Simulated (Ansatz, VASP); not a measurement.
C: VASP beside Ansatz

```
C
1.0
     1.35273   -3.90771    0.00000
     1.35273    3.90771    0.00000
     0.00000    0.00000    2.50921
C
4
Direct
  0.08592 0.91408 0.50000
  0.91408 0.08592 0.50000
  0.18929 0.81071 0.00000
  0.81071 0.18929 0.00000
```

Alike in both runs: task single point; functional PBE; k mesh 6 × 6 × 6; occupations gaussian, width 0.1 eV; collinear spin.

|  | VASP | Ansatz |
| --- | --- | --- |
| version | VASP 6.6.1 | Ansatz 0.2.0 |
| potentials or method | VASP PAW PBE potentials, release 64 (C) | scalar-relativistic, plane waves, PAW |
| plane-wave cutoff (eV) | 520 | 420 |
| valence electrons in the cell | 16 | 16 |

```tsv
	VASP	Ansatz	Ansatz less VASP
gap on the k mesh at the Fermi level (eV)	none	none	-
pressure (GPa)	0.5	0.0	-0.49
largest component of the traceless stress (GPa)	0.53	0.10	-0.424
rms of the force components (eV/Å)	0.024	0.021	-0.0031
net moment per atom (μB)	0.00	0.00	0.000
```

Atom by atom the forces differ by 0.012 eV/Å (rms over components). A gap of «none» marks a metal or a gap that the smearing closes. With one functional, cell and mesh, what is left measures potentials, basis and numerics. Ansatz warned: «seeded_moment_not_kept».

Caveats: the k mesh is coarse (spacing up to 0.42 Å⁻¹), so the values aren't converged.
